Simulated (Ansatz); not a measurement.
# O (hcp type): the cost of one run

Computed with Ansatz 0.2.0 (DFT PBE, with the methods named in each step, unless a step's input says otherwise).

## (1) Starting point

Symmetry: P6_3/mmc, No. 194, hexagonal system. The conventional cell has a = 2.675 Å, b = 2.675 Å, c = 2.630 Å, α = 90.00°, β = 90.00°, γ = 120.00°. O (site symmetry -6m2) is surrounded by 6 O at 2.03 Å.

Coordinates:

```
O
1.0
     2.67522    0.00000    0.00000
    -1.33761    2.31680    0.00000
     0.00000    0.00000    2.63005
O
2
Direct
  0.33333 0.66667 0.25000
  0.66667 0.33333 0.75000
```

Whether this phase is the stable one at these pressures isn't tested.

Atoms are numbered in the order of the input: O1, O2.

## (2) The reference volume, LAPW

The input, input.yaml:

```yaml
crystal:
  lattice:
    - [2.6752157087, 0.0, 0.0]
    - [-1.3376078543, 2.3168047643, 0.0]
    - [0.0, 0.0, 2.6300455624]
  atoms:
    - { symbol: O, position: [0.3333333333, 0.6666666667, 0.25] }
    - { symbol: O, position: [0.6666666667, 0.3333333333, 0.75] }
kpoints:
  mp_grid: { grid: [17, 17, 9] }
  band_path:
    path:
      - [0.0, 0.0, 0.0]
      - [0.5, 0.0, 0.0]
      - [0.3333333333, 0.3333333333, 0.0]
      - [0.0, 0.0, 0.0]
      - [0.0, 0.0, 0.5]
      - [0.5, 0.0, 0.5]
      - [0.3333333333, 0.3333333333, 0.5]
      - [0.0, 0.0, 0.5]
      - [0.5, 0.0, 0.5]
    npoints: 14
scf:
  occupations: { method: fermi_dirac, width: 0.08 }
hamiltonian:
  xc: pbe
  pseudopotentials: { kind: all_electron, lapw: { basis_error: 0.001 } }
output:
  forces: true
  stress: true
  eigenvalues: true
  populations: true
  dos: { projected: true, de: 0.2, e_range: [-14, 8] }
```

Launch:

```console
ansatz run input.yaml --threads 1 --pin off --max-ram 2048MiB --backend cpu --events-out ev --progress --plain --runs-dir out
```

What time and memory should one allow on 1 thread of Intel Xeon 6975P-C (Granite Rapids), shared host?

About 6.3 s, with a peak of 0.34 GiB.
